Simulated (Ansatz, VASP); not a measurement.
One calculation of Hf, two programs

```
Hf
1.0
    -1.80500    1.80500    1.85915
     1.80500   -1.80500    1.85915
     1.80500    1.80500   -1.85915
Hf
1
Cartesian
  0.0000 0.0000 0.0000
```

Change from the starting cell: strain +0.000 along x and y, +0.030 along z, atoms carried along.

Alike in both runs: task single point; functional PBEsol; k mesh 18 × 18 × 18; occupations gaussian, width 0.15 eV; no spin polarisation.

|  | VASP | Ansatz |
| --- | --- | --- |
| version | VASP 6.6.1 | Ansatz 0.2.0 |
| potentials or method | VASP PAW PBE potentials, release 64 (Hf_pv) | scalar-relativistic, plane waves, PAW |
| plane-wave cutoff (eV) | 520 | 420 |
| valence electrons in the cell | 10 | 26 |

Ansatz gave:

```
gap on the k mesh at the Fermi level (eV)       : none
pressure (GPa)                                  : -11.1
largest component of the traceless stress (GPa) : 0.87
```

Q: What did VASP give for the same quantities?

A: gap on the k mesh at the Fermi level (eV): none; pressure (GPa): -11.4; largest component of the traceless stress (GPa): 0.90.

A gap of «none» marks a metal or a gap that the smearing closes. With one functional, cell and mesh, what is left measures potentials, basis and numerics. The two sets of potentials don't hold the same shells in valence.

Caveats: the PAW data sets were made with another functional, which shifts forces and pressure a little (VASP). Spin-orbit coupling is left out, which matters for the levels of Hf.
